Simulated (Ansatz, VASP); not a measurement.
# KMgF3: VASP beside Ansatz

The input POSCAR:

```
KMgF3
1.0
    3.9802385405      0.0000000000      0.0000000000
    0.0000000000      3.9802385405      0.0000000000
    0.0000000000      0.0000000000      3.9603373478
K Mg F
1 1 3
Direct
    0.0000000000      0.0000000000      0.0000000000
    0.5000000000      0.5000000000      0.5000000000
    0.5000000000      0.5000000000      0.0000000000
    0.5000000000      0.0000000000      0.5000000000
    0.0000000000      0.5000000000      0.5000000000
```

File INCAR.step1:

```
ALGO = Normal
EDIFF = 1E-4
ENCUT = 520
GGA = PE
ISMEAR = 0
LASPH = True
LCHARG = False
LREAL = False
LWAVE = True
NBANDS = 24
NELM = 100
PREC = Accurate
SIGMA = 0.01
```

File INCAR.step2:

```
ALGO = Normal
EDIFF = 1E-6
ENCUT = 520
ISIF = 2
ISMEAR = 0
ISTART = 1
LASPH = True
LCHARG = False
LMIXTAU = True
LREAL = False
LWAVE = False
METAGGA = R2SCAN
NBANDS = 24
NELM = 100
PREC = Accurate
SIGMA = 0.01
```

File KPOINTS:

```
k-points
0
Gamma
  6 6 6
```

Input for Ansatz:

```yaml
crystal:
  lattice:
    - [3.9802385405, 0.0, 0.0]
    - [0.0, 3.9802385405, 0.0]
    - [0.0, 0.0, 3.9603373478]
  atoms:
    - { symbol: K, position: [0.0, 0.0, 0.0] }
    - { symbol: Mg, position: [0.5, 0.5, 0.5] }
    - { symbol: F, position: [0.5, 0.5, 0.0] }
    - { symbol: F, position: [0.5, 0.0, 0.5] }
    - { symbol: F, position: [0.0, 0.5, 0.5] }
kpoints:
  mp_grid: { grid: [6, 6, 6] }
  band_path:
    path: [[0.0, 0.0, 0.0], [0.0, 0.5, 0.0], [0.5, 0.5, 0.0], [0.5, 0.5, 0.5]]
    npoints: 1
hamiltonian:
  xc: r2scan
scf:
  occupations: { method: fixed }
  n_extra_bands: 5
output:
  forces: true
  stress: true
  eigenvalues: true
```

Change from the starting cell: uniaxial_z strain -0.5%.

Alike in both runs: task single point; functional r2SCAN; k mesh 6 × 6 × 6; no spin polarisation.

|  | VASP | Ansatz |
| --- | --- | --- |
| version | VASP 6.6.1 | Ansatz 0.2.0 |
| potentials or method | VASP PAW PBE potentials, release 64 (K_sv, Mg, F) | plane waves, PAW |
| plane-wave cutoff (eV) | 520 | 500 |
| occupations | gaussian, width 0.01 eV | fixed |
| valence electrons in the cell | 32 | 40 |

```tsv
	VASP	Ansatz	Ansatz less VASP
gap on the k mesh at the Fermi level (eV)	8.32	8.34	+0.021
pressure (GPa)	-0.2	0.4	+0.63
largest component of the traceless stress (GPa)	0.37	0.37	+0.001
```

The two sets of potentials don't hold the same shells in valence.

Caveats: the PAW data sets were made with another functional, which shifts forces and pressure a little (VASP). A k mesh can miss the band edges.
